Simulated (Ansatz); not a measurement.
# ZnS: properties at the relaxed cell

The task here is to estimate one member of a computed series from the others.

Method: DFT r2SCAN, scalar-relativistic, plane waves, PAW, in Ansatz 0.2.0.

### Starting point

Symmetry: P3m1, No. 156, trigonal system. Conventional cell: a = 3.809 Å, b = 3.809 Å, c = 24.913 Å, α = 90.00°, β = 90.00°, γ = 120.00°. Around Zn (site symmetry 3m) lie 4 S at 2.33 Å. Zn (site symmetry 3m) has 4 S at 2.34 Å as nearest neighbours. Around Zn (site symmetry 3m) lie 4 S at 2.33 to 2.34 Å. Only part of the 16 independent sites is listed.

Coordinates:

```
Zn S
1.0
     3.80947    0.00000    0.00000
    -1.90473    3.29910    0.00000
     0.00000    0.00000   24.91329
Zn S
8 8
Direct
  0.33333 0.66667 0.12519
  0.00000 0.00000 0.00030
  0.66667 0.33333 0.62482
  0.66667 0.33333 0.87521
  0.00000 0.00000 0.74990
  0.33333 0.66667 0.49992
  0.00000 0.00000 0.37501
  0.66667 0.33333 0.25010
  0.66667 0.33333 0.34376
  0.66667 0.33333 0.71846
  0.33333 0.66667 0.21884
  0.00000 0.00000 0.84371
  0.66667 0.33333 0.96900
  0.00000 0.00000 0.09394
  0.33333 0.66667 0.59358
  0.00000 0.00000 0.46867
```

It goes back to an entry of the Materials Project, which need not be the stable form.

This cell was relaxed beforehand with the same method: volume 19.57 Å³/atom, gap on the mesh 2.72 eV.

Set-up of the first run:

Contents of input.yaml:

```yaml
crystal:
  lattice:
    - [3.7709856692, 0.0, 0.0]
    - [-1.8854928346, 3.2657693868, 0.0]
    - [0.0, 0.0, 24.6616263544]
  atoms:
    - { symbol: Zn, position: [0.3333333333, 0.6666666667, 0.1251865175] }
    - { symbol: Zn, position: [0.0, 0.0, 0.0003008438] }
    - { symbol: Zn, position: [0.6666666667, 0.3333333333, 0.6248192927] }
    - { symbol: Zn, position: [0.6666666667, 0.3333333333, 0.8752095079] }
    - { symbol: Zn, position: [0.0, 0.0, 0.7499039343] }
    - { symbol: Zn, position: [0.3333333333, 0.6666666667, 0.4999191375] }
    - { symbol: Zn, position: [0.0, 0.0, 0.375008481] }
    - { symbol: Zn, position: [0.6666666667, 0.3333333333, 0.2500971024] }
    - { symbol: S, position: [0.6666666667, 0.3333333333, 0.3437556985] }
    - { symbol: S, position: [0.6666666667, 0.3333333333, 0.7184648793] }
    - { symbol: S, position: [0.3333333333, 0.6666666667, 0.2188448055] }
    - { symbol: S, position: [0.0, 0.0, 0.843710753] }
    - { symbol: S, position: [0.6666666667, 0.3333333333, 0.9690008191] }
    - { symbol: S, position: [0.0, 0.0, 0.0939368564] }
    - { symbol: S, position: [0.3333333333, 0.6666666667, 0.5935752519] }
    - { symbol: S, position: [0.0, 0.0, 0.4686671191] }
basis:
  ecutwfc: 500
kpoints:
  mp_grid: { grid: [9, 9, 1] }
hamiltonian:
  xc: r2scan
scf:
  occupations: { method: gaussian, width: 0.02 }
output:
  forces: true
  stress: true
  eigenvalues: true
  write_density: true
  write_potential: true
  elf: true
  volumetric_format: npy
relax:
  adjacent_minimum: "off"
  f_tol: 0.01
  max_steps: 30
  cell: { stress_tol: 0.1, fix: [volume] }
```

Started as:

```console
$ ansatz run input.yaml --threads 8 --pin off --max-ram 22528MiB --backend cpu --events-out ev --progress --plain --runs-dir out
```

Steps of the session up to this table: Point at V/V0 = 0.97; Point at V/V0 = 1.03; Point at V/V0 = 0.94; The cell scaled to 1.06 of its volume.

One table of the session follows, with a row left open; its other results are not shown here.

It belongs to the step «Energy against volume». 

| volume (Å³/atom) | energy above the lowest point (meV/atom) | pressure (GPa) | gap on the mesh (eV) |
| --- | --- | --- | --- |
| 18.395 | 19.3 | 5.56 | 3.01 |
| 18.982 | ? | ? | ? |
| 19.569 | 0.0 | 0.00 | 2.72 |
| 20.156 | 4.1 | -2.18 | 2.58 |
| 20.743 | 15.6 | -4.03 | 2.45 |

Estimate the missing values for volume (Å³/atom) = 18.982.

Worked estimate for «energy above the lowest point (meV/atom)». A straight line through the neighbours (18.395, 19.3) and (19.569, 0.0) gives 19.3 + (0.0 − 19.3) × (18.982 − 18.395) / (19.569 − 18.395) = 9.7; a parabola fitted to 3 rows on both sides gives 5.1.

As computed: energy above the lowest point (meV/atom): 4.6; pressure (GPa): 2.56; gap on the mesh (eV): 2.86. In «energy above the lowest point (meV/atom)» the line misses by +5.1 and the parabola by +0.5.
